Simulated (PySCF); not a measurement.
Bonds (- single, = double, # triple, : aromatic): C1-C2 1.522 Å, C2-C3 1.515 Å, C3-N4 1.505 Å. C1 carries H5, H6, H7; C2 carries H8, H9; C3 carries H10, H11; N4 carries H12, H13, H14. Formal charges: N4 +1.

Total charge +1.

Geometry: PBE0-D3(BJ)/def2-SVP; GIAO shifts from PySCF 2.14.0 with density-fitted response routines, gas phase, non-relativistic, averaged over equivalent atoms.

At PBE0/pcSseg-1 (118 basis functions, 8.4 s wall time on 1 thread of an Arm Neoverse V1, shared host):
```tsv
atoms	δ (ppm)
C3	49.6
C2	21.9
C1	9.2
N4	53.6
H12/H13/H14	4.43
H10/H11	3.46
H8/H9	2.09
H5/H6/H7	1.38
```

δ = σ(ref) − σ, references computed at the same level: 13C (184.41 ppm) and 1H (31.27 ppm) vs TMS; NH3 for 15N (265.67 ppm).

What do these become at B97-2/pcSseg-2?

## Answers


```csv
atoms,δ at B97-2/pcSseg-2,change
C3,51.8,+2.2
C2,23.8,+1.9
C1,10.3,+1.1
N4,48.1,-5.5
H12/H13/H14,4.62,+0.19
H10/H11,3.54,+0.08
H8/H9,2.11,+0.02
H5/H6/H7,1.29,-0.09
```

References, each an isolated molecule treated in the same way: 13C (183.46 ppm), 1H (31.36 ppm) against TMS; 15N (259.60 ppm) against NH3.

The largest change is at N4 (ammonium nitrogen). Cost: 284 basis functions, 28 s wall time on 1 thread of an Arm Neoverse V1, shared host. The order of the carbon signals is the same at both levels.

Experimental scales use liquid or dissolved standards, which lie at an offset from isolated NH3 (liquid NH3: subtract about 20 ppm).
